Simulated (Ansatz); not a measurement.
## SnSe under changes of volume

One of the cells (26.676 Å³/atom); the others are scaled copies at fixed shape and fractional positions:

```
Sn Se
1.0
    11.42000    0.00000    0.00000
     0.00000    4.19000    0.00000
     0.00000    0.00000    4.46000
Sn Se
4 4
Direct
  0.87700 0.75000 0.90900
  0.62300 0.25000 0.40900
  0.37700 0.75000 0.59100
  0.12300 0.25000 0.09100
  0.64300 0.75000 0.98400
  0.85700 0.25000 0.48400
  0.14300 0.75000 0.51600
  0.35700 0.25000 0.01600
```

| Item | Value |
| --- | --- |
| Program | Ansatz 0.2.0 |
| Functional | PBE |
| Dispersion | D3(BJ) |
| Potentials or basis | Ansatz PAW |
| Cutoff | 420 eV (not typed: the program's choice for these potentials) |
| k mesh | 3 × 6 × 6 |
| Occupations | fermi-dirac, width 0.05 eV |
| Spin | no spin polarisation |

```csv
volume (Å³/atom),energy over the lowest point (meV/atom),pressure (GPa),gap on the mesh (eV),largest force (eV/Å)
25.076,19.74,4.0,0.53,0.715
25.609,8.92,2.6,0.53,0.568
26.143,?,?,?,?
26.676,0.00,0.2,0.54,0.312
27.210,0.98,-0.8,0.55,0.210
27.743,4.94,-1.6,0.57,0.155
28.277,11.17,-2.1,0.59,0.183
```

**Question.** What does the run at 26.143 Å³/atom give?

**Answer.** Energy over the lowest point 2.50 meV/atom; pressure 1.3 GPa; gap on the mesh 0.53 eV; largest force 0.433 eV/Å.

Worked out: A Birch-Murnaghan fit of order 3 (a polynomial in V^(-2/3)) to the other rows has its minimum at 26.78 Å³/atom with B0 = V·E''(V) = 49 GPa and B' = 6.5 at fixed shape and positions, which overstates the stiffness. It gives 2.50 meV/atom at 26.143 Å³/atom, against the run's 2.50, and -dE/dV = 1.3 GPa, against 1.3. A parabola through the other rows of the gap, of slope 0.27 eV per unit of ln V there, gives 0.53 eV, against the run's 0.53.

Energies are extrapolated to zero smearing.

Caveats: odd divisions of the mesh miss points on the zone boundary, where band edges often lie, so the gap on the mesh can be too wide; spin-orbit coupling is left out, which moves the levels of the heavy elements.

A mesh can miss the band edges.
